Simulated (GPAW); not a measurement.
# Cr (Im-3m) in GPAW: settings compared

One crystal, Cr, is run at these levels: PBEsol+D3(BJ)+ATM, PBEsol+D4; tasks: relaxation of cell and atoms.

Everything below comes from runs of GPAW 26.7.0. Logs are shortened: lines on timing, memory, paths and dates and some standing lists are left out, and cuts for length are marked. The log counts tension as positive stress, the text compression.

## 1. The structure

The structure is cubic, space group Im-3m (No. 229). The conventional cell has a = 2.969 Å, b = 2.969 Å, c = 2.969 Å, α = 90.00°, β = 90.00°, γ = 90.00°. Cr (site symmetry m-3m) has 8 Cr at 2.57 Å as nearest neighbours.

## 2. Relaxation of cell and atoms, PBEsol+D3(BJ)+ATM, collinear spin, ferromagnetic start

run.py reads:

```python
from ase import Atoms
from ase.calculators.mixing import SumCalculator
from ase.filters import FrechetCellFilter
from ase.io import write
from ase.optimize import BFGS
from dftd3.ase import DFTD3
from gpaw import GPAW, PW, setup_paths

setup_paths.insert(0, '.')

atoms = Atoms(['Cr'],
              cell=[[-1.4844496776, 1.4844496776, 1.4844496776],
                    [1.4844496776, -1.4844496776, 1.4844496776],
                    [1.4844496776, 1.4844496776, -1.4844496776]],
              scaled_positions=[[0.0, 0.0, 0.0]],
              pbc=True)
atoms.set_initial_magnetic_moments([3.0])

calc = GPAW(mode=PW(600),
            xc='PBEsol',
            kpts={'size': (12, 12, 12), 'gamma': True},
            occupations={'name': 'fermi-dirac', 'width': 0.05},
            nbands=11,
            convergence={'density': 1e-05, 'forces': 0.0001},
            maxiter=150,
            txt='gpaw.txt')
atoms.calc = SumCalculator([calc, DFTD3(damping='d3bj', params_tweaks=dict(method='pbesol', atm=True))])
opt = BFGS(FrechetCellFilter(atoms), trajectory='relax.traj', logfile='-')
done = opt.run(fmax=0.02, steps=60)
calc.write('gs.gpw')
write('result.traj', atoms)
print('Converged:', done)
print('Cell:', atoms.cell.cellpar().round(4))
print('Volume:', round(atoms.get_volume(), 4))
print(atoms.get_scaled_positions().round(5))
```

Potentials or basis: PAW data sets generated in the run's folder for this functional, pw.

Launch:

```sh
> gpaw-setup -f PBEsol Cr
> OMP_NUM_THREADS=1 python run.py
```

gpaw.txt:

```text
__  _  _
 | _ |_)|_||  |
 |__||  | ||/\| - 26.7.0

Input parameters:
  mode=PW(ecut=600.0),
  convergence={'density': 1e-05, 'forces': 0.0001},
  kpts=MonkhorstPack(size=(12, 12, 12), gamma=True),
  maxiter=150,
  nbands=11,
  occupations=Occupations(name='fermi-dirac', width=0.05),
  xc=XC(name='PBEsol')

Diagonalizing LCAO Hamiltonian
Converting LCAO to pw mode

       Cr

Atoms  # Å, Bohr magnetons
|   | symbol |        x |        y |        z |    initial magnetic moments |
|---|--------|----------|----------|----------|-----------------------------|
| 0 |     Cr | 0.000000 | 0.000000 | 0.000000 | ( 0.0000,  0.0000,  3.0000) |

Unit cell  # Å
| periodic |         x |         y |         z |  lengths |     angles |
|----------|-----------|-----------|-----------|----------|------------|
|      yes | -1.484450 |  1.484450 |  1.484450 | 2.571142 | 109.471221 |
|      yes |  1.484450 | -1.484450 |  1.484450 | 2.571142 | 109.471221 |
|      yes |  1.484450 |  1.484450 | -1.484450 | 2.571142 | 109.471221 |

Number of symmetries: 48
Symmetry operations  # r_c * U_cc + t_c -> r_c
|    | kind |            matrix            |
|----|------|------------------------------|
|  0 |  σ   |  1, 1, 1,  0, 0,-1,  0,-1, 0 |
|  1 |  C4  |  1, 1, 1,  0, 0,-1, -1, 0, 0 |
|  2 |  C2  |  1, 1, 1,  0,-1, 0,  0, 0,-1 |
|  3 |  S6  |  1, 1, 1,  0,-1, 0, -1, 0, 0 |
|  4 |  S6  |  1, 1, 1, -1, 0, 0,  0, 0,-1 |
|  5 |  C4  |  1, 1, 1, -1, 0, 0,  0,-1, 0 |
|  6 |  E   |  1, 0, 0,  0, 1, 0,  0, 0, 1 |
|  7 |  σ   |  1, 0, 0,  0, 1, 0, -1,-1,-1 |
|  8 |  σ   |  1, 0, 0,  0, 0, 1,  0, 1, 0 |
[... 183 lines left out ...]
dipole moment: (-3.682222, -3.682222, -3.682222)  # |e|*Ang

Total magnetic moment: (0.000000, 0.000000, -0.000000)

Local magnetic moments
|        x |        y |        z |
|----------|----------|----------|
| 0.000000 | 0.000000 | 0.000000 |  # Cr   0

Fermi level: 9.366
Eigenvalues  # (at kpt = [-0.000, -0.000, -0.000])
| band index |      eig [eV] | occ [0-1] |      eig [eV] | occ [0-1] |
|------------|---------------|-----------|---------------|-----------|
|          0 |         2.063 |     1.000 |         2.063 |     1.000 |
|          1 |         8.646 |     1.000 |         8.646 |     1.000 |
|          2 |         8.646 |     1.000 |         8.646 |     1.000 |
|          3 |         8.646 |     1.000 |         8.646 |     1.000 |
|          4 |        10.318 |     0.000 |        10.318 |     0.000 |
|          5 |        10.318 |     0.000 |        10.318 |     0.000 |
|          6 |        21.042 |     0.000 |        21.042 |     0.000 |
|          7 |        21.042 |     0.000 |        21.042 |     0.000 |
|          8 |        21.042 |     0.000 |        21.042 |     0.000 |
|          9 |        31.205 |     0.000 |        31.205 |     0.000 |
|         10 |        31.443 |     0.000 |        31.443 |     0.000 |

No gap
No difference between direct/indirect transitions

Stress tensor  # eV/Ang^3
|        x |         y |         z |
|----------|-----------|-----------|
| 0.202989 |  0.000000 |  0.000000 |
| 0.000000 |  0.202989 | -0.000000 |
| 0.000000 | -0.000000 |  0.202989 |

Forces  # eV/Ang
|       x |       y |       z |
|---------|---------|---------|
| 0.00000 | 0.00000 | 0.00000 |  # Cr   0

Interpolating wave functions to new cell

       Cr

Atoms  # Å, Bohr magnetons
|   | symbol |         x |        y |        z |    initial magnetic moments |
|---|--------|-----------|----------|----------|-----------------------------|
| 0 |     Cr | -0.000000 | 0.000000 | 0.000000 | ( 0.0000,  0.0000,  0.0000) |

Unit cell  # Å
| periodic |         x |         y |         z |  lengths |     angles |
|----------|-----------|-----------|-----------|----------|------------|
|      yes | -1.422572 |  1.422572 |  1.422572 | 2.463966 | 109.471221 |
|      yes |  1.422572 | -1.422572 |  1.422572 | 2.463966 | 109.471221 |
|      yes |  1.422572 |  1.422572 | -1.422572 | 2.463966 | 109.471221 |

Number of symmetries: 48
Symmetry operations  # r_c * U_cc + t_c -> r_c
|    | kind |            matrix            |
|----|------|------------------------------|
|  0 |  σ   |  1, 1, 1,  0, 0,-1,  0,-1, 0 |
|  1 |  C4  |  1, 1, 1,  0, 0,-1, -1, 0, 0 |
|  2 |  C2  |  1, 1, 1,  0,-1, 0,  0, 0,-1 |
|  3 |  S6  |  1, 1, 1,  0,-1, 0, -1, 0, 0 |
|  4 |  S6  |  1, 1, 1, -1, 0, 0,  0, 0,-1 |
|  5 |  C4  |  1, 1, 1, -1, 0, 0,  0,-1, 0 |
|  6 |  E   |  1, 0, 0,  0, 1, 0,  0, 0, 1 |
|  7 |  σ   |  1, 0, 0,  0, 1, 0, -1,-1,-1 |
|  8 |  σ   |  1, 0, 0,  0, 0, 1,  0, 1, 0 |
[... 178 lines left out ...]
dipole moment: (-3.527690, -3.527690, -3.527690)  # |e|*Ang

Total magnetic moment: (0.000000, 0.000000, -0.000000)

Local magnetic moments
|        x |        y |         z |
|----------|----------|-----------|
| 0.000000 | 0.000000 | -0.000000 |  # Cr   0

Fermi level: 11.167
Eigenvalues  # (at kpt = [-0.000, -0.000, -0.000])
| band index |      eig [eV] | occ [0-1] |      eig [eV] | occ [0-1] |
|------------|---------------|-----------|---------------|-----------|
|          0 |         3.347 |     1.000 |         3.347 |     1.000 |
|          1 |        10.286 |     1.000 |        10.286 |     1.000 |
|          2 |        10.286 |     1.000 |        10.286 |     1.000 |
|          3 |        10.286 |     1.000 |        10.286 |     1.000 |
|          4 |        12.271 |     0.000 |        12.271 |     0.000 |
|          5 |        12.271 |     0.000 |        12.271 |     0.000 |
|          6 |        22.867 |     0.000 |        22.867 |     0.000 |
|          7 |        22.867 |     0.000 |        22.867 |     0.000 |
|          8 |        22.867 |     0.000 |        22.867 |     0.000 |
|          9 |        33.025 |     0.000 |        33.025 |     0.000 |
|         10 |        34.420 |     0.000 |        34.420 |     0.000 |

No gap
No difference between direct/indirect transitions

Stress tensor  # eV/Ang^3
|        x |         y |         z |
|----------|-----------|-----------|
| 0.060815 |  0.000000 |  0.000000 |
| 0.000000 |  0.060815 | -0.000000 |
| 0.000000 | -0.000000 |  0.060815 |

Forces  # eV/Ang
|        x |       y |        z |
|----------|---------|----------|
| -0.00000 | 0.00000 | -0.00000 |  # Cr   0

Interpolating wave functions to new cell

       Cr

Atoms  # Å, Bohr magnetons
|   | symbol |         x |        y |        z |    initial magnetic moments |
|---|--------|-----------|----------|----------|-----------------------------|
| 0 |     Cr | -0.000000 | 0.000000 | 0.000000 | ( 0.0000,  0.0000, -0.0000) |

Unit cell  # Å
| periodic |         x |         y |         z |  lengths |     angles |
|----------|-----------|-----------|-----------|----------|------------|
|      yes | -1.389700 |  1.389700 |  1.389700 | 2.407030 | 109.471221 |
|      yes |  1.389700 | -1.389700 |  1.389700 | 2.407030 | 109.471221 |
|      yes |  1.389700 |  1.389700 | -1.389700 | 2.407030 | 109.471221 |

Number of symmetries: 48
Symmetry operations  # r_c * U_cc + t_c -> r_c
|    | kind |            matrix            |
|----|------|------------------------------|
|  0 |  σ   |  1, 1, 1,  0, 0,-1,  0,-1, 0 |
|  1 |  C4  |  1, 1, 1,  0, 0,-1, -1, 0, 0 |
|  2 |  C2  |  1, 1, 1,  0,-1, 0,  0, 0,-1 |
|  3 |  S6  |  1, 1, 1,  0,-1, 0, -1, 0, 0 |
|  4 |  S6  |  1, 1, 1, -1, 0, 0,  0, 0,-1 |
|  5 |  C4  |  1, 1, 1, -1, 0, 0,  0,-1, 0 |
|  6 |  E   |  1, 0, 0,  0, 1, 0,  0, 0, 1 |
|  7 |  σ   |  1, 0, 0,  0, 1, 0, -1,-1,-1 |
|  8 |  σ   |  1, 0, 0,  0, 0, 1,  0, 1, 0 |
[... 178 lines left out ...]
dipole moment: (-3.443018, -3.443018, -3.443018)  # |e|*Ang

Total magnetic moment: (0.000000, 0.000000, 0.000000)

Local magnetic moments
|        x |        y |        z |
|----------|----------|----------|
| 0.000000 | 0.000000 | 0.000000 |  # Cr   0

Fermi level: 12.244
Eigenvalues  # (at kpt = [-0.000, -0.000, -0.000])
| band index |      eig [eV] | occ [0-1] |      eig [eV] | occ [0-1] |
|------------|---------------|-----------|---------------|-----------|
|          0 |         4.166 |     1.000 |         4.166 |     1.000 |
|          1 |        11.262 |     1.000 |        11.262 |     1.000 |
|          2 |        11.262 |     1.000 |        11.262 |     1.000 |
|          3 |        11.262 |     1.000 |        11.262 |     1.000 |
|          4 |        13.443 |     0.000 |        13.443 |     0.000 |
|          5 |        13.443 |     0.000 |        13.443 |     0.000 |
|          6 |        23.942 |     0.000 |        23.942 |     0.000 |
|          7 |        23.942 |     0.000 |        23.942 |     0.000 |
|          8 |        23.942 |     0.000 |        23.942 |     0.000 |
|          9 |        34.164 |     0.000 |        34.164 |     0.000 |
|         10 |        36.166 |     0.000 |        36.166 |     0.000 |

No gap
No difference between direct/indirect transitions

Stress tensor  # eV/Ang^3
|         x |         y |         z |
|-----------|-----------|-----------|
| -0.061381 | -0.000000 | -0.000000 |
| -0.000000 | -0.061381 |  0.000000 |
| -0.000000 |  0.000000 | -0.061381 |

Forces  # eV/Ang
|       x |       y |        z |
|---------|---------|----------|
| 0.00000 | 0.00000 | -0.00000 |  # Cr   0

Interpolating wave functions to new cell

       Cr

Atoms  # Å, Bohr magnetons
|   | symbol |         x |        y |         z |    initial magnetic moments |
|---|--------|-----------|----------|-----------|-----------------------------|
| 0 |     Cr | -0.000000 | 0.000000 | -0.000000 | ( 0.0000,  0.0000,  0.0000) |

Unit cell  # Å
| periodic |         x |         y |         z |  lengths |     angles |
|----------|-----------|-----------|-----------|----------|------------|
|      yes | -1.396622 |  1.396622 |  1.396622 | 2.419020 | 109.471221 |
|      yes |  1.396622 | -1.396622 |  1.396622 | 2.419020 | 109.471221 |
|      yes |  1.396622 |  1.396622 | -1.396622 | 2.419020 | 109.471221 |

Number of symmetries: 48
Symmetry operations  # r_c * U_cc + t_c -> r_c
|    | kind |            matrix            |
|----|------|------------------------------|
|  0 |  σ   |  1, 1, 1,  0, 0,-1,  0,-1, 0 |
|  1 |  C4  |  1, 1, 1,  0, 0,-1, -1, 0, 0 |
|  2 |  C2  |  1, 1, 1,  0,-1, 0,  0, 0,-1 |
|  3 |  S6  |  1, 1, 1,  0,-1, 0, -1, 0, 0 |
|  4 |  S6  |  1, 1, 1, -1, 0, 0,  0, 0,-1 |
|  5 |  C4  |  1, 1, 1, -1, 0, 0,  0,-1, 0 |
|  6 |  E   |  1, 0, 0,  0, 1, 0,  0, 0, 1 |
|  7 |  σ   |  1, 0, 0,  0, 1, 0, -1,-1,-1 |
|  8 |  σ   |  1, 0, 0,  0, 0, 1,  0, 1, 0 |
[... 177 lines left out ...]
dipole moment: (-3.461017, -3.461017, -3.461017)  # |e|*Ang

Total magnetic moment: (0.000000, 0.000000, 0.000000)

Local magnetic moments
|        x |        y |         z |
|----------|----------|-----------|
| 0.000000 | 0.000000 | -0.000000 |  # Cr   0

Fermi level: 12.010
Eigenvalues  # (at kpt = [-0.000, -0.000, -0.000])
| band index |      eig [eV] | occ [0-1] |      eig [eV] | occ [0-1] |
|------------|---------------|-----------|---------------|-----------|
|          0 |         3.984 |     1.000 |         3.984 |     1.000 |
|          1 |        11.050 |     1.000 |        11.050 |     1.000 |
|          2 |        11.050 |     1.000 |        11.050 |     1.000 |
|          3 |        11.050 |     1.000 |        11.050 |     1.000 |
|          4 |        13.188 |     0.000 |        13.188 |     0.000 |
|          5 |        13.188 |     0.000 |        13.188 |     0.000 |
|          6 |        23.711 |     0.000 |        23.711 |     0.000 |
|          7 |        23.711 |     0.000 |        23.711 |     0.000 |
|          8 |        23.711 |     0.000 |        23.711 |     0.000 |
|          9 |        33.914 |     0.000 |        33.914 |     0.000 |
|         10 |        35.788 |     0.000 |        35.788 |     0.000 |

No gap
No difference between direct/indirect transitions

Stress tensor  # eV/Ang^3
|         x |         y |         z |
|-----------|-----------|-----------|
| -0.032316 |  0.000000 | -0.000000 |
|  0.000000 | -0.032316 | -0.000000 |
| -0.000000 | -0.000000 | -0.032316 |

Forces  # eV/Ang
|       x |       y |       z |
|---------|---------|---------|
| 0.00000 | 0.00000 | 0.00000 |  # Cr   0

# Writing to gs.gpw (mode='')
```

It took 47 s on 1 thread of Arm Neoverse V2, shared host; peak memory 0.18 GiB.

Results:

| Property | Result |
| --- | --- |
| Free energy | -10.5149 eV |
| Relaxed volume | 10.90 Å³/atom |
| Relaxed cell | a = 2.419 Å, b = 2.419 Å, c = 2.419 Å, α = 109.47°, β = 109.47°, γ = 109.47° |
| Space group after relaxing (to 0.05 Å) | Im-3m (No. 229) |
| Energy gained by relaxing | 287.9 meV/atom |
| Ionic steps | 4 |
| Pressure after relaxing | -0.3 GPa |
| Band gap on the k mesh | none (metal or under the smearing width) |
| Net moment | 0.00 μB per cell |
| Dispersion energy per atom | -0.426 eV |

The path:
| step | energy change (eV) | largest force (eV/Å) | pressure (GPa) | volume (Å³) |
| --- | --- | --- | --- | --- |
| 1 | 0.0000 | 0.0000 | -36.50 | 13.08 |
| 2 | -0.2597 | 0.0000 | -14.70 | 11.52 |
| 3 | -0.2855 | 0.0000 | 4.25 | 10.74 |
| 4 | -0.2879 | 0.0000 | -0.26 | 10.90 |

Final structure:
```yaml
crystal:
  lattice:
    - [-1.39662, 1.39662, 1.39662]
    - [1.39662, -1.39662, 1.39662]
    - [1.39662, 1.39662, -1.39662]
  atoms:
    - { symbol: Cr, position: [0.00000, 0.00000, 0.00000] }
```

Caveat: each step starts from the last one's moments, so a moment once lost doesn't come back; the starting moments collapsed, and a magnetic state may lie lower; later steps reuse the first step's grids; the volume moved by over 15 % at a fixed basis, so the end points are rough; pairwise dispersion overbinds metals, which lowers pressure and volume.

## 3. Relaxation of cell and atoms, PBEsol+D4, collinear spin, ferromagnetic start

run.py: that of step 2 with these lines changed.

```diff
@@ -5,3 +5,3 @@
 from ase.optimize import BFGS
-from dftd3.ase import DFTD3
+from dftd4.ase import DFTD4
 from gpaw import GPAW, PW, setup_paths
@@ -26,3 +26,3 @@
             txt='gpaw.txt')
-atoms.calc = SumCalculator([calc, DFTD3(damping='d3bj', params_tweaks=dict(method='pbesol', atm=True))])
+atoms.calc = SumCalculator([calc, DFTD4(method='pbesol')])
 opt = BFGS(FrechetCellFilter(atoms), trajectory='relax.traj', logfile='-')
```

Potentials or basis: PAW data sets generated in the run's folder for this functional, pw.

Launch:

```sh
> gpaw-setup -f PBEsol Cr
> OMP_NUM_THREADS=1 python run.py
```

It took 50 s on 1 thread of Arm Neoverse V2, shared host; peak memory 0.17 GiB.

Results (log left out):

- Free energy: -10.3623 eV
- Relaxed volume: 10.96 Å³/atom
- Relaxed cell: a = 2.424 Å, b = 2.424 Å, c = 2.424 Å, α = 109.47°, β = 109.47°, γ = 109.47°
- Space group after relaxing (to 0.05 Å): Im-3m (No. 229)
- Energy gained by relaxing: 267.0 meV/atom
- Ionic steps: 4
- Pressure after relaxing: -0.2 GPa
- Band gap on the k mesh: none (metal or under the smearing width)
- Net moment: 0.00 μB per cell
- Dispersion energy per atom: -0.271 eV

Step by step:
```csv
step,energy change (eV),largest force (eV/Å),pressure (GPa),volume (Å³)
1,0.0000,0.0000,-35.13,13.08
2,-0.2405,0.0000,-14.13,11.57
3,-0.2649,0.0000,3.92,10.81
4,-0.2670,0.0000,-0.24,10.96
```

Final structure:
```cif
data_structure
_symmetry_space_group_name_H-M 'P 1'
_symmetry_Int_Tables_number 1
_cell_length_a 2.4239
_cell_length_b 2.4239
_cell_length_c 2.4239
_cell_angle_alpha 109.471
_cell_angle_beta 109.471
_cell_angle_gamma 109.471
_cell_volume 10.96
loop_
_atom_site_label
_atom_site_type_symbol
_atom_site_fract_x
_atom_site_fract_y
_atom_site_fract_z
_atom_site_occupancy
Cr1 Cr 0.00000 0.00000 0.00000 1
```

Levels at points of the mesh, in eV from the Fermi level:
Spin up:
```csv
k point,band 1,band 2,band 3,band 4,band 5,band 6,band 7
"(0.00, 0.00, 0.00)",-8.00,-0.95,-0.95,-0.95,1.17,1.17,11.70
"(0.50, 0.50, 0.00)",-4.63,-2.59,1.20,1.30,1.54,3.08,10.55
"(0.50, 0.50, 0.50)",-4.60,-4.60,2.65,2.65,2.65,10.36,10.36
```
Spin down:
```tsv
k point	band 1	band 2	band 3	band 4	band 5	band 6	band 7
(0.00, 0.00, 0.00)	-8.00	-0.95	-0.95	-0.95	1.17	1.17	11.70
(0.50, 0.50, 0.00)	-4.63	-2.59	1.20	1.30	1.54	3.08	10.55
(0.50, 0.50, 0.50)	-4.60	-4.60	2.65	2.65	2.65	10.36	10.36
```

Caveat: each step starts from the last one's moments, so a moment once lost doesn't come back; the starting moments collapsed, and a magnetic state may lie lower; later steps reuse the first step's grids; the volume moved by over 15 % at a fixed basis, so the end points are rough; pairwise dispersion overbinds metals, which lowers pressure and volume.
